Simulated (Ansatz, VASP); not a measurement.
## One calculation of NaF, two programs

```xyz
2
Lattice="0.0000 2.3233 2.3233 2.3233 0.0000 2.3233 2.3233 2.3233 0.0000" Properties=species:S:1:pos:R:3 pbc="T T T"
Na    0.0000    0.0000    0.0000
F     2.3233    2.3233    2.3233
```

Alike in both runs: task single point; functional PBE; dispersion D4; k mesh 8 × 8 × 8; occupations gaussian, width 0.05 eV; no spin polarisation.

|  | VASP | Ansatz |
| --- | --- | --- |
| version | VASP 6.6.1 | Ansatz 0.2.0 |
| potentials or method | VASP PAW PBE potentials, release 64 (Na_pv, F) | scalar-relativistic, plane waves, PAW |
| plane-wave cutoff (eV) | 520 | 420 |
| valence electrons in the cell | 14 | 16 |

VASP gave:

```
gap on the k mesh at the Fermi level (eV) : 6.26
least direct gap on the mesh (eV)         : 6.26
pressure (GPa)                            : 0.9
dispersion energy (meV/atom)              : -51.3
```

Question: What did Ansatz give for the same quantities?

Answer: gap on the k mesh at the Fermi level (eV): 6.27; least direct gap on the mesh (eV): 6.27; pressure (GPa): 1.0; dispersion energy (meV/atom): -51.3.

The two sets of potentials don't hold the same shells in valence.

A hybrid or GW would open this gap; PBE tends to underestimate it.
